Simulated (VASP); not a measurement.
# ZnS (R3m) in VASP: single point with PBEsol

Aim: the single point of ZnS with PBEsol.

Everything below comes from runs of VASP 6.6.1. Logs are shortened: lines on timing, memory, paths and dates and some standing lists are left out, and cuts for length are marked.

**1. Starting point**

Symmetry: R3m, No. 160, trigonal system. Conventional cell: a = 3.808 Å, b = 3.808 Å, c = 37.373 Å, α = 90.00°, β = 90.00°, γ = 120.00°. Zn (site symmetry 3m) has 4 S at 2.33 Å as nearest neighbours. Zn (site symmetry 3m) has 4 S at 2.33 Å as nearest neighbours. Zn (site symmetry 3m) is surrounded by 4 S at 2.33 to 2.34 Å. Zn (site symmetry 3m) is surrounded by 4 S at 2.33 to 2.34 Å. S (site symmetry 3m) has 4 Zn at 2.33 to 2.34 Å as nearest neighbours. Around S (site symmetry 3m) lie 4 Zn at 2.33 to 2.34 Å. Around S (site symmetry 3m) lie 4 Zn at 2.33 Å. S (site symmetry 3m) is surrounded by 4 Zn at 2.33 Å.

Measurements of this composition are mostly on another form, of space group No. 216.

**2. Single point, PBEsol**

INCAR reads:

```
SYSTEM = ZnS
PREC = Accurate ; ENCUT = 520
EDIFF = 1E-6 ; ISMEAR = 0
SIGMA = 0.1 ; LREAL = .FALSE.
LASPH = .TRUE. ; NELM = 100
ALGO = Fast ; ISIF = 2
LWAVE = .FALSE. ; LCHARG = .FALSE.
GGA = PS ; NBANDS = 46
```

KPOINTS reads:

```
regular mesh
0
G
  6 6 6
  0 0 0
```

POSCAR reads:

```
ZnS
1.0
    1.9040021743      1.0992761679     12.4576209551
   -1.9040021743      1.0992761679     12.4576209551
    0.0000000000     -2.1985523357     12.4576209551
Zn S
4 4
Direct
    0.5833499500      0.5833499500      0.5833499500
    0.9999479000      0.9999479000      0.9999479000
    0.4166097700      0.4166097700      0.4166097700
    0.1666842100      0.1666842100      0.1666842100
    0.3540826500      0.3540826500      0.3540826500
    0.1041633400      0.1041633400      0.1041633400
    0.5209004700      0.5209004700      0.5209004700
    0.9374947100      0.9374947100      0.9374947100
```

Potentials or basis: VASP PAW PBE potentials, release 64 (Zn, S).

On the command line:

```
$ cat potpaw_PBE.64/Zn/POTCAR potpaw_PBE.64/S/POTCAR > POTCAR
$ mpirun -np 1 vasp_std > vasp.out
```

OUTCAR:

```text
SYSTEM = ZnS
   PREC = Accurate
   ENCUT = 520
   EDIFF = 1E-6
   ISMEAR = 0
   LREAL = .FALSE.
   LASPH = .TRUE.
   NELM = 100
   ISIF = 2
   GGA = PS

 ion  position               nearest neighbor table
   1  0.583  0.583  0.583-   8 2.33   8 2.33   8 2.33   7 2.33
   2  1.000  1.000  1.000-   5 2.33   5 2.33   5 2.33   8 2.33
   3  0.417  0.417  0.417-   6 2.33   6 2.33   6 2.33   5 2.34
   4  0.167  0.167  0.167-   7 2.33   7 2.33   7 2.33   6 2.34
   5  0.354  0.354  0.354-   2 2.33   2 2.33   2 2.33   3 2.34
   6  0.104  0.104  0.104-   3 2.33   3 2.33   3 2.33   4 2.34
   7  0.521  0.521  0.521-   4 2.33   4 2.33   4 2.33   1 2.33
   8  0.937  0.937  0.937-   1 2.33   1 2.33   1 2.33   2 2.33

  LATTYP: Found a trigonal (rhomboedric) cell.
 ALAT       =    12.6501364512
 COS(alpha) =     0.9546920455

  Lattice vectors:

 A1 = (   1.9040021743,   1.0992761679,  12.4576209551)
 A2 = (  -1.9040021743,   1.0992761679,  12.4576209551)
 A3 = (   0.0000000000,  -2.1985523357,  12.4576209551)

Analysis of symmetry for initial positions (statically):
=====================================================================
 Subroutine PRICEL returns:
 Original cell was already a primitive cell.

 Routine SETGRP: Setting up the symmetry group for a
 trigonal (rhombohedral) supercell.

 Subroutine GETGRP returns: Found  6 space group operations
 (whereof  6 operations were pure point group operations)
 out of a pool of 12 trial point group operations.

The static configuration has the point symmetry C_3v.

Analysis of symmetry for dynamics (positions and initial velocities):
=====================================================================
 Subroutine PRICEL returns:
 Original cell was already a primitive cell.

 Routine SETGRP: Setting up the symmetry group for a
 trigonal (rhombohedral) supercell.

 Subroutine GETGRP returns: Found  6 space group operations
 (whereof  6 operations were pure point group operations)
 out of a pool of 12 trial point group operations.

The dynamic configuration has the point symmetry C_3v.

 Subroutine INISYM returns: Found  6 space group operations
 (whereof  6 operations are pure point group operations),
 and found     1 'primitive' translations

----------------------------------------------------------------------------------------

                                     Primitive cell

  volume of cell :     156.4446

  direct lattice vectors                    reciprocal lattice vectors
     1.904002174  1.099276168 12.457620955     0.262604742  0.151614919  0.026757383
    -1.904002174  1.099276168 12.457620955    -0.262604742  0.151614919  0.026757383
     0.000000000 -2.198552336 12.457620955     0.000000000 -0.303229837  0.026757383

  length of vectors
    12.650136451 12.650136451 12.650136451     0.304408101  0.304408101  0.304408101

  position of ions in fractional coordinates (direct lattice)
     0.583349950  0.583349950  0.583349950
     0.999947900  0.999947900  0.999947900
     0.416609770  0.416609770  0.416609770
     0.166684210  0.166684210  0.166684210
     0.354082650  0.354082650  0.354082650
     0.104163340  0.104163340  0.104163340
     0.520900470  0.520900470  0.520900470
     0.937494710  0.937494710  0.937494710

  ion indices of the primitive-cell ions
   primitive index   ion index
                 1           1
                 2           2
                 3           3
                 4           4
                 5           5
                 6           6
                 7           7
                 8           8

----------------------------------------------------------------------------------------

 KPOINTS: regular mesh

Automatic generation of k-mesh.
 Grid dimensions read from file:
 generate k-points for:    6    6    6

 Generating k-lattice:

  Cartesian coordinates                     Fractional coordinates (reciprocal lattice)
     0.043767457  0.025269153  0.004459564     0.166666667  0.000000000  0.000000000
    -0.043767457  0.025269153  0.004459564     0.000000000  0.166666667  0.000000000
     0.000000000 -0.050538306  0.004459564     0.000000000  0.000000000  0.166666667

  Length of vectors
     0.050734683  0.050734683  0.050734683

  Shift w.r.t. Gamma in fractional coordinates (k-lattice)
     0.000000000  0.000000000  0.000000000

 Subroutine IBZKPT returns following result:
 ===========================================

 Found     32 irreducible k-points:

 Following reciprocal coordinates:
            Coordinates               Weight
  0.000000  0.000000  0.000000      1.000000
  0.166667  0.000000  0.000000      6.000000
  0.333333  0.000000  0.000000      6.000000
  0.500000 -0.000000 -0.000000      3.000000
  0.166667  0.166667  0.000000      6.000000
  0.333333  0.166667  0.000000     12.000000
[... 16 lines left out ...]
  0.500000  0.500000  0.166667      6.000000
 -0.333333  0.500000  0.166667     12.000000
 [... further k-points ...]
   k-points           NKPTS =     32   k-points in BZ     NKDIM =     32   number of bands    NBANDS=     46
   number of dos      NEDOS =    301   number of ions     NIONS =      8
   total plane-waves  NPLWV = 884736
   dimension x,y,z NGX =    96 NGY =   96 NGZ =   96
   dimension x,y,z NGXF=   192 NGYF=  192 NGZF=  192
   ions per type =               4   4
   NGX,Y,Z   is equivalent  to a cutoff of  12.62, 12.62, 12.62 a.u.
   NGXF,Y,Z  is equivalent  to a cutoff of  25.23, 25.23, 25.23 a.u.
 SYSTEM =  ZnS
   PREC   = accura    normal or accurate (medium, high low for compatibility)
   ISTART =      0    job   : 0-new  1-cont  2-samecut
   ICHARG =      2    charge: 1-file 2-atom 10-const
   ISPIN  =      1    spin polarized calculation?
   LNONCOLLINEAR =      F non collinear calculations
   LSORBIT =      F    spin-orbit coupling
   LASPH  =      T    aspherical Exc in radial PAW
   ENCUT  =  520.0 eV  38.22 Ry    6.18 a.u.  23.52 23.52 23.52*2*pi/ulx,y,z
   NELM   =    100;   NELMIN=  2; NELMDL= -5     # of ELM steps
   EDIFF  = 0.1E-05   stopping-criterion for ELM
   LREAL  =      F    real-space projection
   EDIFFG = 0.1E-04   stopping-criterion for IOM
   NSW    =      0    number of steps for IOM
   IBRION =     -1    ionic relax: 0-MD 1-quasi-New 2-CG
   NFREE  =      0    steps in history (QN), initial steepest desc. (CG)
   ISIF   =      2    stress and relaxation
   ISYM   =      2    0-nonsym 1-usesym 2-fastsym
   POTIM  = 0.5000    time-step for ionic-motion
   TEBEG  =    0.0;   TEEND  =   0.0 temperature during run
   PSTRESS=    0.0 pullay stress
   NELECT =      72.0000    total number of electrons
   NUPDOWN=      -1.0000    fix difference up-down
   EMIN   =  10.00;   EMAX   =-10.00  energy-range for DOS
   EFERMI =   0.00;   METHOD = LEGACY
   ISMEAR =     0;   SIGMA  =   0.10  broadening in eV -4-tet -1-fermi 0-gaus
   EFERMI_NEDOS =   21; number of points for ismear=-14 and -15
   IALGO  =     68    algorithm
   IMIX   =      4    mixing-type and parameters
     AMIX     =   0.40;   BMIX     =  1.00
     AMIX_MAG =   1.60;   BMIX_MAG =  1.00
  volume/ion in A,a.u.               =      19.56       131.97
  Fermi-wavevector in a.u.,A,eV,Ry     =   1.263956  2.388531 21.736477  1.597586
  Thomas-Fermi vector in A             =   2.397287
   LORBIT       =      0    0 simple, 1 ext, 2 COOP (PROOUT), +10 PAW based schemes
   GGA     = PS    functional components
   LHFCALC =     F    Hartree Fock is set to
   AEXX    =    0.0000 exact exchange contribution
   IVDW    =     0    specifies the selected vdW correction
   LEPSILON=     F    determine dielectric tensor
   LRPA    =     F    only Hartree local field effects (RPA)
 non-spin polarized calculation
 RMM-DIIS sequential band-by-band and
 Gauss-broadening in eV      SIGMA  =   0.10
  energy-cutoff  :      520.00
  volume of cell :      156.44
 maximum number of plane-waves:      4247
 NGX is ok and might be reduce to    96
   NGX = 47   NGY = 47   NGZ = 47

 number of electron      71.9999971 magnetization

 Free energy of the ion-electron system (eV)
  ---------------------------------------------------
  ext. energy  EPLUGINS =         0.00000000
  ---------------------------------------------------
  free energy    TOTEN  =       -30.33145641 eV

  energy without entropy =      -30.33145641  energy(sigma->0) =      -30.33145641

 E-fermi :   2.5149     XC(G=0):  -9.8864

 val. band max:        2.1045946550   @ k =   0.0000   0.0000   0.0000
 cond. band min:       4.1556628260   @ k =   0.0000   0.0000   0.0000
 fundamental gap:      2.0510681709
 Fermi energy:         2.5148737534

 k-point     1 :       0.0000    0.0000    0.0000
  band No.  band energies     occupation
      1     -11.1242      2.00000
      2     -10.6865      2.00000
      3     -10.6858      2.00000
      4     -10.1596      2.00000
      5      -4.3069      2.00000
      6      -4.3013      2.00000
[... 38 lines left out ...]
     45       8.8811      0.00000
     46       8.8935      0.00000

 k-point     2 :       0.1667    0.0000    0.0000
  band No.  band energies     occupation
      1     -10.9352      2.00000
      2     -10.5719      2.00000
      3     -10.4917      2.00000
      4     -10.0607      2.00000
      5      -4.3262      2.00000
      6      -4.2984      2.00000
[... 38 lines left out ...]
     45       8.8488      0.00000
     46       9.1660      0.00000

 k-point     3 :       0.3333    0.0000    0.0000
  band No.  band energies     occupation
      1     -10.4771      2.00000
      2     -10.2630      2.00000
      3     -10.1182      2.00000
      4      -9.8869      2.00000
      5      -4.3455      2.00000
      6      -4.3008      2.00000
[... 38 lines left out ...]
     45       9.3261      0.00000
     46       9.6855      0.00000

 k-point     4 :       0.5000   -0.0000   -0.0000
  band No.  band energies     occupation
      1     -10.1242      2.00000
      2     -10.1160      2.00000
      3      -9.8880      2.00000
      4      -9.8847      2.00000
      5      -4.3392      2.00000
      6      -4.2924      2.00000
[... 920 lines left out ...]
     45       8.9852      0.00000
     46       9.7567      0.00000

 k-point    23 :       0.5000    0.5000    0.1667
  band No.  band energies     occupation
      1     -10.4431      2.00000
      2     -10.3469      2.00000
      3     -10.0324      2.00000
      4      -9.9226      2.00000
      5      -4.3506      2.00000
      6      -4.2878      2.00000
[... 38 lines left out ...]
     45       9.0565      0.00000
     46       9.9635      0.00000

 k-point    24 :      -0.3333    0.5000    0.1667
  band No.  band energies     occupation
      1     -10.1588      2.00000
      2     -10.1003      2.00000
      3      -9.9159      2.00000
      4      -9.8550      2.00000
      5      -4.2780      2.00000
      6      -4.2168      2.00000
[... 38 lines left out ...]
     45       8.9632      0.00000
     46       9.3755      0.00000

 [... further k-points ...]

------------------------ aborting loop because EDIFF is reached ----------------------------------------

  FORCE on cell =-STRESS in cart. coord.  units (eV):
  Direction    XX          YY          ZZ          XY          YZ          ZX
  --------------------------------------------------------------------------------------
  -------------------------------------------------------------------------------------
  Total       -1.0043635     -1.0043635     -1.0069003      0.0000000     -0.0000000      0.0000000
  in kB      -10.2858666    -10.2858666    -10.3118460      0.0000000     -0.0000000      0.0000000
  external PRESSURE =     -10.2945264 kB  Pullay stress =       0.0000000 kB

 VOLUME and BASIS-vectors are now :
 -----------------------------------------------------------------------------
  energy-cutoff  :      520.00
  volume of cell :      156.44
      direct lattice vectors                 reciprocal lattice vectors
     1.904002174  1.099276168 12.457620955     0.262604742  0.151614919  0.026757383
    -1.904002174  1.099276168 12.457620955    -0.262604742  0.151614919  0.026757383
     0.000000000 -2.198552336 12.457620955     0.000000000 -0.303229837  0.026757383

 POSITION                                       TOTAL-FORCE (eV/Angst)
 -----------------------------------------------------------------------------------
      0.00000      0.00000     21.80146         0.000000     -0.000000     -0.001865
      0.00000      0.00000     37.37092         0.000000     -0.000000     -0.012383
      0.00000      0.00000     15.56990         0.000000     -0.000000     -0.009951
      0.00000      0.00000      6.22947         0.000000     -0.000000     -0.000025
      0.00000      0.00000     13.23308         0.000000      0.000000      0.001975
      0.00000      0.00000      3.89288         0.000000      0.000000      0.004373
      0.00000      0.00000     19.46754         0.000000      0.000000      0.012093
      0.00000      0.00000     35.03686         0.000000      0.000000      0.005783
 -----------------------------------------------------------------------------------
    total drift:                               -0.000000      0.000000      0.000432

  FREE ENERGIE OF THE ION-ELECTRON SYSTEM (eV)
  ---------------------------------------------------
  free  energy   TOTEN  =       -30.3314564137 eV

  energy  without entropy=      -30.3314564137  energy(sigma->0) =      -30.33145641
```

It took 30 min on 1 thread of Intel Xeon 6975P-C (Granite Rapids), shared host; peak memory 1.6 GiB.

Results:

```yaml
Free_energy: -30.3315 eV
Pressure: -1.0 GPa
Largest_force: 0.012 eV/Å
Band_gap_on_the_k_mesh: 2.05 eV, direct
```

Forces in eV/Å, atoms in the order of the input:
```
Zn   0.000  0.000 -0.002
Zn   0.000  0.000 -0.012
Zn   0.000  0.000 -0.010
Zn   0.000  0.000  0.000
S    0.000  0.000  0.002
S    0.000  0.000  0.004
S    0.000  0.000  0.012
S    0.000  0.000  0.006
```

Levels at points of the mesh, in eV from the valence-band top:
| k point | band 33 | band 34 | band 35 | band 36 | band 37 | band 38 | band 39 | band 40 |
| --- | --- | --- | --- | --- | --- | --- | --- | --- |
| (0.00, 0.00, 0.00) | -0.48 | -0.04 | 0.00 | 0.00 | 2.05 | 3.08 | 3.42 | 3.44 |
| (0.50, 0.00, 0.00) | -1.63 | -1.18 | -1.14 | -1.13 | 3.24 | 3.28 | 3.77 | 4.01 |
| (0.50, 0.50, 0.00) | -1.65 | -1.64 | -1.29 | -0.90 | 3.43 | 3.59 | 3.70 | 3.99 |
| (0.50, 0.50, 0.50) | -0.15 | -0.15 | -0.14 | -0.14 | 2.87 | 2.99 | 3.14 | 3.30 |

Caveat: the PAW data sets were made with another functional, which shifts forces and pressure a little.
